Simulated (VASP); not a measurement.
VASP ran on this input.

INCAR:
```
SYSTEM = Li2O
PREC = Accurate
ENCUT = 520
EDIFF = 1E-6
NELM = 100
ALGO = Normal
LREAL = .FALSE.
LASPH = .TRUE.
ISMEAR = 0
SIGMA = 0.05
GGA = PE
LWAVE = .FALSE.
LCHARG = .FALSE.
ISIF = 2
```

**KPOINTS**
```
k-points along high-symmetry lines
6
Line-mode
Reciprocal
  0.000000   0.000000   0.000000 ! GAMMA
  0.500000   0.000000   0.500000 ! X

  0.500000   0.000000   0.500000 ! X
  0.625000   0.250000   0.625000 ! U

  0.375000   0.375000   0.750000 ! K
  0.000000   0.000000   0.000000 ! GAMMA

  0.000000   0.000000   0.000000 ! GAMMA
  0.500000   0.500000   0.500000 ! L

  0.500000   0.500000   0.500000 ! L
  0.500000   0.250000   0.750000 ! W

  0.500000   0.250000   0.750000 ! W
  0.500000   0.000000   0.500000 ! X
```

POSCAR:
```
Li2O
1
    0.0000000000     2.3100000000     2.3100000000
    2.3100000000     0.0000000000     2.3100000000
    2.3100000000     2.3100000000     0.0000000000
Li O
2 1
Direct
  0.2500000000   0.2500000000   0.2500000000
  0.7500000000   0.7500000000   0.7500000000
  0.0000000000   0.0000000000   0.0000000000
```

POTCAR, in this order: Li_sv O (PBE.64 set). Program: vasp_std.

The resulting files:

File standard output:
```
 POSCAR found type information on POSCAR LiO
 POSCAR found :  2 types and       3 ions
 Reading from existing POTCAR
 Reading from existing POTCAR
 LDA part: xc-table for (Slater+PW92), standard interpolation
 POSCAR, INCAR and KPOINTS ok, starting setup
 WAVECAR not read
 entering main loop
       N       E                     dE             d eps       ncg     rms          rms(c)
DAV:   1     0.383199637200E+02    0.38320E+02   -0.61849E+03   720   0.129E+03
DAV:   2    -0.113205220369E+02   -0.49640E+02   -0.46122E+02   868   0.221E+02
DAV:   3    -0.156851259112E+02   -0.43646E+01   -0.43495E+01  1248   0.565E+01
DAV:   4    -0.157587178283E+02   -0.73592E-01   -0.73517E-01   930   0.749E+00
DAV:   5    -0.157604881430E+02   -0.17703E-02   -0.17700E-02  1048   0.710E-01    0.791E+00
DAV:   6    -0.137645470401E+02    0.19959E+01   -0.10013E+01   720   0.208E+01    0.292E+00
DAV:   7    -0.137354515057E+02    0.29096E-01   -0.18344E-01   800   0.391E+00    0.156E+00
DAV:   8    -0.137399038819E+02   -0.44524E-02   -0.64524E-02   838   0.313E+00    0.338E-01
DAV:   9    -0.137391258340E+02    0.77805E-03   -0.66638E-03   924   0.766E-01    0.112E-01
DAV:  10    -0.137398933860E+02   -0.76755E-03   -0.15295E-03   772   0.286E-01    0.487E-02
DAV:  11    -0.137398781624E+02    0.15224E-04   -0.40680E-05   958   0.815E-02    0.115E-02
DAV:  12    -0.137398808652E+02   -0.27028E-05   -0.11346E-05   810   0.280E-02    0.242E-03
DAV:  13    -0.137398811568E+02   -0.29158E-06   -0.11655E-06   844   0.101E-02
   1 F= -.13739881E+02 E0= -.13739881E+02  d E =-.100155E-22
```

OUTCAR:
```
------------------------ aborting loop because EDIFF is reached ----------------------------------------
  FORCE on cell =-STRESS in cart. coord.  units (eV):
  Direction    XX          YY          ZZ          XY          YZ          ZX
  --------------------------------------------------------------------------------------
  Total        0.6090558      0.6090558      0.6090558      0.0000000      0.0000000     -0.0000000
  in kB       39.5823621     39.5823621     39.5823621      0.0000000      0.0000000     -0.0000000
  external PRESSURE =      39.5823621 kB  Pullay stress =       0.0000000 kB
  volume of cell :       24.65
      direct lattice vectors                 reciprocal lattice vectors
     0.000000000  2.310000000  2.310000000    -0.216450216  0.216450216  0.216450216
     2.310000000  0.000000000  2.310000000     0.216450216 -0.216450216  0.216450216
     2.310000000  2.310000000  0.000000000     0.216450216  0.216450216 -0.216450216
 POSITION                                       TOTAL-FORCE (eV/Angst)
 -----------------------------------------------------------------------------------
      1.15500      1.15500      1.15500        -0.000000     -0.000000     -0.000000
      3.46500      3.46500      3.46500         0.000000      0.000000      0.000000
      0.00000      0.00000      0.00000        -0.000000      0.000000     -0.000000
 -----------------------------------------------------------------------------------
    total drift:                               -0.000000      0.000000      0.000000
  FREE ENERGIE OF THE ION-ELECTRON SYSTEM (eV)
  ---------------------------------------------------
  free  energy   TOTEN  =       -13.7398811568 eV

  energy  without entropy=      -13.7398811568  energy(sigma->0) =      -13.73988116
```
(Selected blocks of OUTCAR.)

The run ends quietly. Is anything wrong with it?

The cause: a line-mode KPOINTS file was used for a self-consistent run. The run ends without an error. Against the sound run, the energy per atom (σ→0) goes up by 0.202 eV/atom; the pressure rises by 3.64 GPa. To mend it, correct KPOINTS.
File KPOINTS:
```
Automatic mesh
0
Gamma
8 8 8
0 0 0
```
The mended run (PBE GGA, plane waves, VASP's PBE PAW potentials (set 64)) converges, and its OSZICAR ends with
```
   1 F= -.14346921E+02 E0= -.14346921E+02  d E =-.174636E-17
```

The compound is Li2O in the antifluorite structure. The cell was not relaxed at this level.
